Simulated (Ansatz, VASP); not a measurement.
# BN in two plane-wave programs, part 2 of 3

Wanted: the spread between two codes on one cell, functional and k mesh. The cell is taken from a series of runs on this material, whose earlier steps may have relaxed, scaled, displaced or heated it; both programs get it as it stands.

VASP 6.6.1 and Ansatz 0.2.0.

So far: Set-up; Ansatz: zone-centre phonons, LDA, pair 1.

### Step 3. VASP: zone-centre phonons, LDA, pair 1

Level of this step: LDA; plane waves and PAW (B, N) (VASP).

The same cell, functional (in two slightly different forms) and mesh now go to VASP, with its own data sets.

Lines of VASP's logs that name or quote its potential files are left out, and so is its time.

Input file INCAR:

```
SYSTEM = BN
PREC = Accurate
ENCUT = 600
EDIFF = 1E-08
NELM = 120
ISMEAR = 0
SIGMA = 0.01
LREAL = .FALSE.
ALGO = Normal
GGA = CA
NBANDS = 10
LORBIT = 11
LWAVE = .FALSE.
LCHARG = .FALSE.
ISIF = 2
IBRION = 8
LEPSILON = .TRUE.
LASPH = .TRUE.
GGA_COMPAT = .FALSE.
EFERMI = MIDGAP
KPAR = 2
```

Input file POSCAR:

```
BN
1.0
    0.0000000000      1.8010480375      1.7362275556
    1.8010480375      0.0000000000      1.7362275556
    1.8010480375      1.8010480375      0.0000000000
B N
1 1
Direct
    0.0000000000      0.0000000000      0.0000000000
    0.2500000000      0.2500000000      0.2500000000
```

Input file KPOINTS:

```
Automatic mesh
0
Gamma
12 12 12
0 0 0
```

The projector-augmented-wave data sets are B and N (LDA family, release 64).

On the command line:

```
mpirun -np 2 vasp_std
```

Numbers of over 12 decimals in the logs are rounded to 6 here.

Log:

```text
[banner, memory and clock lines left out]
running    2 mpi-ranks, on    1 nodes
 distrk:  each k-point on    1 cores,    2 groups
 distr:  one band on    1 cores,    1 groups

 POSCAR found type information on POSCAR B N
 POSCAR found :  2 types and       2 ions
 LDA part: xc-table for (Slater(with rela. corr.)+CA(PZ))
 , standard interpolation
 POSCAR, INCAR and KPOINTS ok, starting setup
 FFT: planning ... GRIDC
 FFT: planning ... GRID_SOFT
 FFT: planning ... GRID
 WAVECAR not read
 entering main loop
       N       E                     dE             d eps       ncg     rms          rms(c)
DAV:   1     0.100121560693E+02    0.10012E+02   -0.55445E+03  3356   0.889E+02
DAV:   2    -0.201606466414E+02   -0.30173E+02   -0.29023E+02  3916   0.168E+02
DAV:   3    -0.206095407218E+02   -0.44889E+00   -0.44810E+00  3810   0.179E+01
DAV:   4    -0.206100583379E+02   -0.51762E-03   -0.51761E-03  3536   0.730E-01
DAV:   5    -0.206100588217E+02   -0.48379E-06   -0.48378E-06  3710   0.219E-02    0.675E+00
DAV:   6    -0.195489421214E+02    0.10611E+01   -0.33190E+00  3320   0.114E+01    0.322E+00
DAV:   7    -0.194230949505E+02    0.12585E+00   -0.10886E-01  3620   0.283E+00    0.181E+00
DAV:   8    -0.193902358464E+02    0.32859E-01   -0.51225E-02  3666   0.163E+00    0.196E-01
DAV:   9    -0.193900876037E+02    0.14824E-03   -0.84524E-04  3588   0.281E-01    0.831E-02
DAV:  10    -0.193900719024E+02    0.15701E-04   -0.42612E-05  3680   0.664E-02    0.139E-02
DAV:  11    -0.193900723578E+02   -0.45542E-06   -0.16551E-06  3636   0.945E-03    0.604E-03
DAV:  12    -0.193900722930E+02    0.64864E-07   -0.46179E-07  3620   0.432E-03    0.227E-04
DAV:  13    -0.193900722938E+02   -0.79126E-09   -0.72989E-09  2032   0.879E-04
   1 F= -.19390072E+02 E0= -.19390072E+02  d E =0.000000E+00
 Linear response reoptimize wavefunctions to high precision
DAV:   1    -0.193900722938E+02   -0.76170E-10   -0.19309E-10  2204   0.168E-04
 Linear response G [H, r] |phi>, progress :
  Direction:   1
       N       E                     dE             d eps       ncg     rms
RMM:   1    -0.347805427036E+02   -0.34781E+02   -0.80686E+00  7430   0.502E+01
RMM:   2    -0.306539000453E+02    0.41266E+01   -0.88330E-01  5186   0.865E+00
RMM:   3    -0.306584566596E+02   -0.45566E-02   -0.76796E-05  5492   0.352E-01
RMM:   4    -0.306586194391E+02   -0.16278E-03    0.11119E-04  5743   0.204E-02
RMM:   5    -0.306586306756E+02   -0.11237E-04    0.59405E-06  5595   0.155E-03
RMM:   6    -0.306586313076E+02   -0.63199E-06   -0.34594E-07  4721   0.309E-04
RMM:   7    -0.306586313144E+02   -0.67514E-08   -0.26674E-07  4032   0.227E-04
RMM:   8    -0.306586313146E+02   -0.26102E-09   -0.24205E-07  4033   0.226E-04
RMM:   9    -0.306586313146E+02    0.42302E-10   -0.26017E-07  3769   0.226E-04
RMM:  10    -0.306586313146E+02    0.95106E-11   -0.30471E-07  3321   0.226E-04
 Linear response G [H, r] |phi>, progress :
  Direction:   2
       N       E                     dE             d eps       ncg     rms
RMM:   1    -0.299748562615E+02   -0.29975E+02    0.23073E+01  7346   0.487E+01
RMM:   2    -0.282974006463E+02    0.16775E+01   -0.70233E-01  5156   0.778E+00
RMM:   3    -0.283001079923E+02   -0.27073E-02   -0.49061E-04  5522   0.324E-01
RMM:   4    -0.283002185127E+02   -0.11052E-03    0.87372E-05  5819   0.194E-02
RMM:   5    -0.283002274746E+02   -0.89619E-05    0.46672E-06  5620   0.163E-03
RMM:   6    -0.283002279765E+02   -0.50193E-06   -0.29021E-07  4774   0.404E-04
RMM:   7    -0.283002279808E+02   -0.43544E-08   -0.30739E-07  4091   0.322E-04
RMM:   8    -0.283002279825E+02   -0.16740E-08   -0.32523E-07  4121   0.320E-04
RMM:   9    -0.283002279825E+02    0.10566E-10   -0.32311E-07  4005   0.320E-04
RMM:  10    -0.283002279822E+02    0.35813E-09   -0.30640E-07  3486   0.320E-04
 Linear response G [H, r] |phi>, progress :
  Direction:   3
       N       E                     dE             d eps       ncg     rms
RMM:   1    -0.328514672203E+02   -0.32851E+02    0.61709E+00  7290   0.498E+01
RMM:   2    -0.294937173879E+02    0.33577E+01   -0.79819E-01  5124   0.817E+00
RMM:   3    -0.294964849334E+02   -0.27675E-02   -0.16074E-03  5498   0.335E-01
RMM:   4    -0.294964985191E+02   -0.13586E-04   -0.38981E-07  5802   0.198E-02
RMM:   5    -0.294964991566E+02   -0.63748E-06    0.20335E-07  5595   0.156E-03
RMM:   6    -0.294964991961E+02   -0.39515E-07   -0.14047E-07  4721   0.308E-04
RMM:   7    -0.294964991989E+02   -0.27378E-08   -0.16824E-07  3997   0.224E-04
RMM:   8    -0.294964991987E+02    0.20466E-09   -0.17235E-07  3937   0.223E-04
RMM:   9    -0.294964991987E+02   -0.36948E-11   -0.18315E-07  3691   0.223E-04
RMM:  10    -0.294964991988E+02   -0.10008E-09   -0.22993E-07  3323   0.223E-04
 Linear response to external field (no local field effect), progress :
  Direction:   1
       N       E                     dE             d eps       ncg     rms          rms(c)
RMM:   1    -0.128210755218E+00   -0.12821E+00   -0.39448E-01  7416   0.190E+00
[...]
dielectric tensor                  component  1 :     5.131     1.069     1.152
 Linear response to external field (no local field effect), progress :
  Direction:   2
       N       E                     dE             d eps       ncg     rms          rms(c)
RMM:   1    -0.105451369115E+00   -0.10545E+00   -0.30406E-01  7406   0.175E+00
[...]
RMM:   9    -0.118973450292E+00    0.15871E-07   -0.10612E-10  8395   0.445E-05    0.210E-06
 change of polarisation eV/A/(eV/A) component  2 :     0.026     0.225     0.002
 dielectric tensor                  component  2 :     0.420     4.609     0.027
 Linear response to external field, progress :
  Direction:   3
       N       E                     dE             d eps       ncg     rms          rms(c)
RMM:   1    -0.111514163989E+00   -0.11151E+00   -0.32250E-01 12550   0.179E+00
RMM:   2    -0.111887462149E+00   -0.37330E-03   -0.25755E-04  9041   0.133E-01    0.552E-01
RMM:   3    -0.109727136013E+00    0.21603E-02   -0.91261E-04  8855   0.234E-01    0.324E-01
RMM:   4    -0.113126589799E+00   -0.33995E-02   -0.13164E-03  9134   0.281E-01    0.377E-02
RMM:   5    -0.113589067427E+00   -0.46248E-03   -0.14130E-05  9256   0.305E-02    0.394E-03
RMM:   6    -0.113602281066E+00   -0.13214E-04   -0.26161E-08  9400   0.162E-03    0.210E-03
RMM:   7    -0.113610677014E+00   -0.83959E-05   -0.65895E-09  9382   0.798E-04    0.890E-05
RMM:   8    -0.113610873528E+00   -0.19651E-06   -0.55356E-11  5699   0.404E-05    0.243E-05
RMM:   9    -0.113610862807E+00    0.10720E-07   -0.55795E-11  5326   0.467E-05    0.266E-06
 change of polarisation eV/A/(eV/A) component  3 :     0.059     0.008     0.215
 dielectric tensor                  component  3 :     0.956     0.127     4.447
 Linear response DOF=           4
 Linear response progress:
  Degree of freedom:   1/  4
       N       E                     dE             d eps       ncg     rms          rms(c)
RMM:   1    -0.430130502700E-01   -0.43013E-01   -0.26685E-02 24800   0.138E+00
RMM:   2    -0.369479606612E-01    0.60651E-02   -0.76606E-04 14664   0.251E-01    0.155E-01
RMM:   3    -0.368844544015E-01    0.63506E-04   -0.11641E-04 15378   0.841E-02    0.864E-02
RMM:   4    -0.371909454525E-01   -0.30649E-03   -0.14805E-04 15382   0.947E-02    0.814E-03
RMM:   5    -0.371857213389E-01    0.52241E-05   -0.70832E-07 15753   0.768E-03    0.119E-03
RMM:   6    -0.371837299015E-01    0.19914E-05   -0.61194E-09 15802   0.531E-04    0.449E-04
RMM:   7    -0.371814357033E-01    0.22942E-05   -0.11074E-08 15963   0.405E-04    0.439E-05
RMM:   8    -0.371815188298E-01   -0.83126E-07   -0.67283E-09 16041   0.358E-05    0.113E-05
RMM:   9    -0.371814607350E-01    0.58095E-07   -0.73574E-09 16370   0.195E-05    0.870E-07
RMM:  10    -0.371814607900E-01   -0.55031E-10   -0.72872E-09 10987   0.122E-05    0.371E-07
 first order change of Fermi-energy   0.17551E-04
 force on displaced ion       1 direction 1 : -26.506  -0.000  -0.000
 Born effective charge ion    1 direction 1 :   1.901   0.000   0.000
 Linear response progress:
  Degree of freedom:   2/  4
       N       E                     dE             d eps       ncg     rms          rms(c)
RMM:   1    -0.415469232527E-01   -0.41547E-01   -0.26134E-02 14010   0.133E+00
RMM:   2    -0.363879940435E-01    0.51589E-02   -0.65421E-04  8613   0.234E-01    0.149E-01
RMM:   3    -0.363377518251E-01    0.50242E-04   -0.82777E-05  8870   0.780E-02    0.836E-02
RMM:   4    -0.366274501368E-01   -0.28970E-03   -0.12773E-04  8879   0.899E-02    0.717E-03
RMM:   5    -0.366185019025E-01    0.89482E-05   -0.48153E-07  9149   0.698E-03    0.106E-03
RMM:   6    -0.366163365897E-01    0.21653E-05    0.56511E-09  9156   0.504E-04    0.398E-04
RMM:   7    -0.366142005824E-01    0.21360E-05    0.10923E-09  9318   0.380E-04    0.425E-05
RMM:   8    -0.366142699957E-01   -0.69413E-07    0.10029E-09  9327   0.321E-05    0.101E-05
RMM:   9    -0.366142202076E-01    0.49788E-07    0.19894E-09  9528   0.163E-05    0.760E-07
RMM:  10    -0.366142200395E-01    0.16807E-09    0.40515E-09  6342   0.972E-06    0.346E-07
 first order change of Fermi-energy   0.55628E-04
 force on displaced ion       1 direction 3 :   0.000   0.000 -27.364
 Born effective charge ion    1 direction 3 :   0.000   0.000   1.804
 Linear response progress:
  Degree of freedom:   3/  4
       N       E                     dE             d eps       ncg     rms          rms(c)
RMM:   1    -0.231043852533E+00   -0.23104E+00    0.10147E-01 19420   0.334E+00
RMM:   2    -0.224382045419E+00    0.66618E-02   -0.19851E-03 14659   0.438E-01    0.239E-01
RMM:   3    -0.225348502515E+00   -0.96646E-03   -0.43251E-04 14319   0.167E-01    0.128E-01
RMM:   4    -0.227444804647E+00   -0.20963E-02   -0.40903E-04 13818   0.163E-01    0.235E-02
RMM:   5    -0.227505882748E+00   -0.61078E-04   -0.64336E-06 15855   0.238E-02    0.905E-04
RMM:   6    -0.227515347432E+00   -0.94647E-05   -0.37486E-08 15581   0.120E-03    0.406E-04
RMM:   7    -0.227513405766E+00    0.19417E-05   -0.97243E-09 16037   0.387E-04    0.470E-05
RMM:   8    -0.227513221399E+00    0.18437E-06   -0.37775E-09 15944   0.389E-05    0.202E-05
RMM:   9    -0.227513149318E+00    0.72081E-07   -0.36472E-09 16431   0.348E-05    0.919E-07
RMM:  10    -0.227513149059E+00    0.25908E-09   -0.36749E-09 12540   0.216E-05    0.351E-07
 first order change of Fermi-energy   0.30111E-04
 force on displaced ion       2 direction 1 : -26.504  -0.000   0.000
 Born effective charge ion    2 direction 1 :  -1.901   0.000   0.000
 Linear response progress:
  Degree of freedom:   4/  4
       N       E                     dE             d eps       ncg     rms          rms(c)
RMM:   1    -0.230486065075E+00   -0.23049E+00    0.92735E-02 11284   0.330E+00
RMM:   2    -0.224378352646E+00    0.61077E-02   -0.19893E-03  8637   0.440E-01    0.232E-01
RMM:   3    -0.225377908940E+00   -0.99956E-03   -0.40167E-04  8298   0.162E-01    0.125E-01
RMM:   4    -0.227446894411E+00   -0.20690E-02   -0.37732E-04  8005   0.157E-01    0.236E-02
RMM:   5    -0.227519132254E+00   -0.72238E-04   -0.60737E-06  9255   0.229E-02    0.849E-04
RMM:   6    -0.227527107066E+00   -0.79748E-05   -0.25110E-08  9089   0.112E-03    0.386E-04
RMM:   7    -0.227525255210E+00    0.18519E-05   -0.39084E-09  9350   0.376E-04    0.463E-05
RMM:   8    -0.227525055336E+00    0.19987E-06   -0.15505E-09  9343   0.380E-05    0.189E-05
RMM:   9    -0.227525006811E+00    0.48525E-07   -0.17001E-09  9619   0.335E-05    0.894E-07
RMM:  10    -0.227525004265E+00    0.25462E-08   -0.15352E-09  7290   0.207E-05    0.468E-07
 first order change of Fermi-energy   0.91240E-03
 force on displaced ion       2 direction 3 :  -0.000  -0.000 -27.362
 Born effective charge ion    2 direction 3 :   0.000   0.000  -1.803
 Born effective charges drift removed
 Linear response finished
```

OUTCAR, selected parts (step 3):

```text
ion  position               nearest neighbor table
   1  0.000  0.000  0.000-   2 1.54   2 1.54   2 1.54   2 1.54
   2  0.250  0.250  0.250-   1 1.54   1 1.54   1 1.54   1 1.54

  LATTYP: Found a body centered tetragonal cell.
 ALAT       =     2.5470665611
 C/A-ratio  =     1.3633154171

 Subroutine GETGRP returns: Found  8 space group operations
 (whereof  8 operations were pure point group operations)

The static configuration has the point symmetry D_2d.

 Found    163 irreducible k-points:

   k-points           NKPTS =    163   k-points in BZ     NKDIM =    163   number of bands    NBANDS=     10

   dimension x,y,z NGX =    20 NGY =   20 NGZ =   20
   dimension x,y,z NGXF=    40 NGYF=   40 NGZF=   40

   ENCUT  =  600.0 eV  44.10 Ry    6.64 a.u.   5.00  5.00  5.09*2*pi/ulx,y,z

   NELECT =       8.0000    total number of electrons

 k-points in reciprocal lattice and weights: Automatic mesh
   0.00000000  0.00000000  0.00000000       0.001
   0.08333333  0.00000000  0.00000000       0.005
   0.16666667  0.00000000  0.00000000       0.005
   0.25000000  0.00000000  0.00000000       0.005
   0.33333333 -0.00000000  0.00000000       0.005
   0.41666667 -0.00000000  0.00000000       0.005
   0.50000000  0.00000000  0.00000000       0.002
   0.08333333  0.08333333  0.00000000       0.001
   0.16666667  0.08333333  0.00000000       0.005
[...]
-0.33333333  0.16666667  0.50000000       0.002
  -0.25000000  0.25000000  0.50000000       0.001

 average (electrostatic) potential at core
       1 -28.9166       2 -59.5482

  Total        0.0759930      0.0759930      1.6460635      0.0000000     -0.0000000     -0.0000000
  in kB       10.8092881     10.8092881    234.1369442      0.0000000     -0.0000000     -0.0000000
  external PRESSURE =      85.2518401 kB  Pullay stress =       0.0000000 kB

  energy-cutoff  :      600.00
  volume of cell :       11.26
      direct lattice vectors                 reciprocal lattice vectors
     0.000000000  1.801048037  1.736227556    -0.277616138  0.277616138  0.287980685
     1.801048037  0.000000000  1.736227556     0.277616138 -0.277616138  0.287980685
     1.801048037  1.801048037  0.000000000     0.277616138  0.277616138 -0.287980685

 POSITION                                       TOTAL-FORCE (eV/Angst)
 -----------------------------------------------------------------------------------
      0.00000      0.00000      0.00000         0.000000      0.000000      0.000000
      0.90052      0.90052      0.86811        -0.000000     -0.000000     -0.000000
 -----------------------------------------------------------------------------------
    total drift:                               -0.000001     -0.000001      0.000002

 MACROSCOPIC STATIC DIELECTRIC TENSOR (including local field effects in DFT)
 ------------------------------------------------------
           4.608893     0.000000     0.000000
          -0.000000     4.608893     0.000000
           0.000000     0.000000     4.447407
 ------------------------------------------------------

 PIEZOELECTRIC TENSOR (including local field effects)  for field in x, y, z        (C/m^2)
          XX          YY          ZZ          XY          YZ          ZX
  --------------------------------------------------------------------------------
  x     0.00000     0.00000     0.00000     0.00000    -1.02603     0.00000
  y     0.00000     0.00000     0.00000     0.00000     0.00000    -1.02603
  z     0.00000     0.00000     0.00000    -1.03258     0.00000     0.00000

 BORN EFFECTIVE CHARGES (including local field effects) (in |e|, cummulative output)
 ---------------------------------------------------------------------------------
 ion    1
    1     1.90051    -0.00000     0.00000
    2     0.00000     1.90051    -0.00000
    3     0.00000     0.00000     1.80351
 ion    2
    1    -1.90051     0.00000     0.00000
    2     0.00000    -1.90051     0.00000
    3     0.00000     0.00000    -1.80351

 Eigenvectors and eigenvalues of the dynamical matrix
 ----------------------------------------------------

   1 f  =   33.109545 THz   208.033408 2PiTHz 1104.415552 cm-1   136.930015 meV
             X         Y         Z           dx          dy          dz
      0.000000  0.000000  0.000000     0.000000   -0.000000   -0.751199
      0.900524  0.900524  0.868114     0.000000   -0.000000    0.660075

   2 f  =   32.586136 THz   204.744732 2PiTHz 1086.956502 cm-1   134.765370 meV
             X         Y         Z           dx          dy          dz
      0.000000  0.000000  0.000000     0.000000    0.751204   -0.000000
      0.900524  0.900524  0.868114     0.000000   -0.660070    0.000000

   3 f  =   32.586136 THz   204.744732 2PiTHz 1086.956502 cm-1   134.765370 meV
             X         Y         Z           dx          dy          dz
      0.000000  0.000000  0.000000    -0.751204    0.000000    0.000000
      0.900524  0.900524  0.868114     0.660070    0.000000    0.000000

   4 f/i=    0.000570 THz     0.003584 2PiTHz    0.019024 cm-1     0.002359 meV
             X         Y         Z           dx          dy          dz
      0.000000  0.000000  0.000000     0.000000    0.000000    0.660075
      0.900524  0.900524  0.868114     0.000000    0.000000    0.751199

   5 f/i=    0.000787 THz     0.004948 2PiTHz    0.026268 cm-1     0.003257 meV
             X         Y         Z           dx          dy          dz
      0.000000  0.000000  0.000000     0.000000    0.660070   -0.000000
      0.900524  0.900524  0.868114     0.000000    0.751204   -0.000000

   6 f/i=    0.000787 THz     0.004948 2PiTHz    0.026268 cm-1     0.003257 meV
             X         Y         Z           dx          dy          dz
      0.000000  0.000000  0.000000    -0.660070    0.000000    0.000000
      0.900524  0.900524  0.868114    -0.751204    0.000000    0.000000

 MACROSCOPIC STATIC DIELECTRIC TENSOR IONIC CONTRIBUTION
 ------------------------------------------------------
           2.189255    -0.000000     0.000000
          -0.000000     2.189255    -0.000000
           0.000000    -0.000000     1.909639
 ------------------------------------------------------

 ELASTIC MODULI CONTR FROM IONIC RELAXATION (kBar)
 Direction    XX          YY          ZZ          XY          YZ          ZX
 --------------------------------------------------------------------------------
 XX           0.0000      0.0000      0.0000      0.0000      0.0000      0.0000
 YY           0.0000      0.0000      0.0000      0.0000      0.0000      0.0000
 ZZ           0.0000      0.0000      0.0000      0.0000      0.0000      0.0000
 XY           0.0000      0.0000      0.0000    -83.1076     -0.0000      0.0000
 YZ           0.0000      0.0000      0.0000     -0.0000    -65.3322      0.0000
 ZX           0.0000      0.0000      0.0000      0.0000      0.0000    -70.2663
 --------------------------------------------------------------------------------

 PIEZOELECTRIC TENSOR IONIC CONTR  for field in x, y, z        (C/m^2)
          XX          YY          ZZ          XY          YZ          ZX
  --------------------------------------------------------------------------------
  x     0.00000     0.00000     0.00000     0.00000     0.35586    -0.00000
  y     0.00000     0.00000     0.00000    -0.00000    -0.00000     0.36906
  z     0.00000     0.00000     0.00000     0.37486     0.00000    -0.00000
```

### Step 4. Differences

Known differences besides the potentials themselves: the two LDA forms differ slightly; fixed occupations in Ansatz, narrow Gaussian smearing in VASP; the cutoff is 420 eV in Ansatz and 600 eV in VASP; VASP's log shows a relativistic correction to its local exchange, Ansatz's none. Total energies have different zeros and are not compared.

Compared:

```tsv
quantity	Ansatz	VASP	difference
ε∞ xx	4.61	4.61	+0.06 %
ε∞ yy	4.61	4.61	+0.06 %
ε∞ zz	4.45	4.45	+0.06 %
Born charge of B1 (mean of the diagonal) (e)	1.87	1.87	0.00
Born charge of N2 (mean of the diagonal) (e)	-1.87	-1.87	0.00
optical mode 1 to 2 (cm⁻¹)	1082.2	1087.0	-0.44 %
optical mode 3 (cm⁻¹)	1100.5	1104.4	-0.35 %
```

Modes are paired by rising frequency, not by their patterns, so a pair may set unlike modes beside each other; they are those without the splitting of longitudinal modes.

(Part 2 of 3 ends here.)

[Lines on the potential files, build, host, timing and source positions are cut from VASP's logs without a mark.]

[Logs are printed without paths, hosts, clocks, repeated set-up lines and the standing remarks that a program may print on its own settings, such as how far it seeks lower states.]

[Hosts, paths, dates, database ids (printed as entryN), source tags and the programs' standing remarks are cut or masked in the printed files.]
